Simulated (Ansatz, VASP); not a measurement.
Two plane-wave programs on TaAs

```
Ta As
1.0
     3.41391    0.00000    0.00000
    -1.70695    2.95653    0.00000
     0.00000    0.00000    3.48432
Ta As
1 1
Direct
  0.33333 0.66667 0.50000
  0.00000 0.00000 0.00000
```

Alike in both runs: functional PBE; k mesh 18 × 18 × 16; occupations gaussian, width 0.1 eV; no spin polarisation.

Ansatz relaxed the structure, and its values are those at the end. VASP's run is a single point on that final structure, the one shown.

```csv
,VASP,Ansatz
version,VASP 6.6.1,Ansatz 0.2.0
potentials or method,"VASP PAW PBE potentials, release 64 (Ta_pv, As)","scalar-relativistic, plane waves, PAW"
plane-wave cutoff (eV),520,420
valence electrons in the cell,16,28
```

|  | VASP | Ansatz | Ansatz less VASP |
| --- | --- | --- | --- |
| gap on the k mesh at the Fermi level (eV) | none | none | - |
| pressure (GPa) | 0.4 | 0.0 | -0.43 |

A gap of «none» marks a metal or a gap that the smearing closes. The two sets of potentials don't hold the same shells in valence.

The runs have no spin-orbit coupling, so splittings on Ta are missing.
